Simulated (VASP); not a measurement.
Set up this calculation in VASP 6.6.1, as the native input.

| Quantity | Value |
| --- | --- |
| Task | single point |
| Functional | PBE |
| Potentials or basis | VASP PAW PBE potentials, release 64 (Ru_pv) |
| Cutoff | 520 eV |
| k mesh | 10 × 7 × 1 |
| Occupations | gaussian, width 0.1 eV |
| Spin | no spin polarisation |
| Dipole correction | yes |
| Further INCAR settings | ALGO = Fast; EDIFF = 1e-06; NBANDS = 36 |

The structure of Ru lies in POSCAR:

```
Ru
1.0
    2.6941956862      0.0000000000      0.0000000000
    0.0000000000      3.8101680791      0.0000000000
    0.0000000000      0.0000000000     20.8623856942
Ru
4
Direct
    0.5000000000      0.5000000000      0.1917326263
    0.0000000000      0.0000000000      0.2563032781
    0.5000000000      0.5000000000      0.3189813509
    0.0000000000      0.0000000000      0.3768689645
```

The slab is cut from a database's or a generator's crystal, which needn't be the stable form of the element.

The cell isn't the ideal one: the clean substrate in the cell of the map.

One way to write it, as run:

INCAR

```
PREC     = Accurate       # precision mode
ENCUT    = 520            # plane-wave cutoff, eV
EDIFF    = 1E-6           # SCF threshold, eV
ISMEAR   = 0              # smearing method
SIGMA    = 0.1            # smearing width, eV
LREAL    = False          # projectors in reciprocal space
LASPH    = True           # aspherical terms in the spheres
NELM     = 100            # most SCF steps
ALGO     = Fast           # electronic algorithm
ISIF     = 2              # what is computed and relaxed
LWAVE    = False          # write WAVECAR
LCHARG   = False          # write CHGCAR
LDIPOL   = True         
IDIPOL   = 3            
DIPOL    = 0.5 0.5 0.286
GGA      = PE             # functional
NBANDS   = 36             # bands
```

KPOINTS

```
Automatic mesh
0
Gamma
  10 7 1
```

Potentials or basis: VASP PAW PBE potentials, release 64 (Ru_pv).

Launch:

```console
$ cat potpaw_PBE.64/Ru_pv/POTCAR > POTCAR
$ mpirun -np 1 vasp_std > vasp.out
```

Results of the run:

```
Largest force          : 1.378 eV/Å
Band gap on the k mesh : none (metal or under the smearing width)
```

Wall time 2.2 min on 1 thread of Intel(R) Xeon(R) 6975P-C (Granite Rapids), with other jobs on the host, peak memory 0.36 GiB.
